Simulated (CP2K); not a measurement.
The system is Ge.

```
Ge
1.0
     2.99111    0.00000    0.00000
    -1.51052    2.58168    0.00000
     0.00000    0.00000    4.72760
Ge
2
Direct
  0.33345 0.66655 0.25000
  0.66655 0.33345 0.75000
```

This isn't the form of Ge at room conditions, which is diamond.

```yaml
Program: CP2K 2026.2
Task: relaxation of cell and atoms
Functional: LDA
Potentials_or_basis: GTH_POTENTIALS Ge GTH-PADE-q4; TZVP-MOLOPT-PBE-GTH basis
Density_cutoff: 6123 eV
k_mesh: 8 × 8 × 5
Occupations: fermi-dirac, width 0.01 eV
Spin: no spin polarisation
```

At the start: pressure -0.7 GPa; volume 18.25 Å³/atom.

**Question.** Where does the relaxation end?

**Answer.** Over 36 steps the energy falls by 153.8 meV/atom and the volume is 17.79 Å³/atom (-2.5 %); space group Cmmm (No. 65, to 0.05 Å).

Step by step:
```
step  energy change (eV)  largest force (eV/Å)  volume (Å³)
   1              0.0000                0.0278        36.51
   2             -0.0003                0.0291        36.48
   3             -0.0114                0.0122        34.91
   4             -0.0058                0.0217        34.10
   5             -0.0132                0.0163        34.80
   6             -0.0144                0.0169        34.83
   7             -0.0363                0.0272        35.63
   8             -0.0584                0.0064        36.52
   9             -0.0594                0.0026        36.48
  10             -0.0605                0.0021        36.37
  11             -0.0679                0.0184        35.72
  12             -0.0731                0.0323        35.42
  13             -0.0792                0.0532        35.58
  14             -0.0420                0.1186        33.54
  15             -0.0395                0.1106        35.35
  16             -0.0707                0.0533        37.39
  17             -0.0877                0.0805        36.13
  18             -0.0915                0.0971        35.84
  19              0.0310                0.0862        39.90
  20              0.0210                0.1561        34.44
  21             -0.0875                0.1064        35.70
  22             -0.0788                0.0486        35.86
  23             -0.0921                0.1037        35.95
  24             -0.0836                0.1047        35.90
  25             -0.0952                0.1070        35.92
  26             -0.0956                0.1081        35.87
  27             -0.0937                0.1109        35.42
  28             -0.0978                0.1145        35.65
  29             -0.0990                0.1189        35.64
  30             -0.2091                0.2275        35.53
  31             -0.2901                0.0529        35.54
  32             -0.3044                0.0260        35.62
  33             -0.3073                0.0098        35.48
  34             -0.3077                0.0003        35.56
  35             -0.3077                0.0005        35.58
  36             -0.3077                0.0005        35.58
```

Final structure:
```
Ge
1.0
     2.77867    0.00000    0.00000
    -1.31805    2.47080    0.00000
     0.00000    0.00000    5.18310
Ge
2
Cartesian
  0.7314 1.2347 1.2958
  0.7292 1.2361 3.8873
```

Caveat: the basis of atomic orbitals isn't converged, which shifts pressures, moduli and gaps.
